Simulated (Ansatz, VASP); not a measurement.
## Two plane-wave programs on Na

```
Na
1.0
     3.68877    0.00000    0.00000
    -1.84439    3.19457    0.00000
     0.00000    0.00000    6.26919
Na
2
Cartesian
  0.0000 2.1297 1.5673
  1.8444 1.0649 4.7019
```

This isn't the form of Na at room conditions, which is bcc.

Alike in both runs: task single point; functional r2SCAN; k mesh 6 × 6 × 4; occupations gaussian, width 0.1 eV; no spin polarisation.

|  | VASP | Ansatz |
| --- | --- | --- |
| version | VASP 6.6.1 | Ansatz 0.2.0 |
| potentials or method | VASP PAW PBE potentials, release 64 (Na_pv) | scalar-relativistic, plane waves, PAW |
| plane-wave cutoff (eV) | 520 | 500 |
| valence electrons in the cell | 14 | 18 |

|  | VASP | Ansatz | Ansatz less VASP |
| --- | --- | --- | --- |
| gap on the k mesh at the Fermi level (eV) | none | none | - |
| pressure (GPa) | 0.2 | 0.2 | +0.02 |
| largest component of the traceless stress (GPa) | 1.16 | 1.20 | +0.033 |

A gap of «none» marks a metal or a gap that the smearing closes. The two sets of potentials don't hold the same shells in valence.

Caveats: the PAW data sets were made with another functional, which shifts forces and pressure a little (VASP).
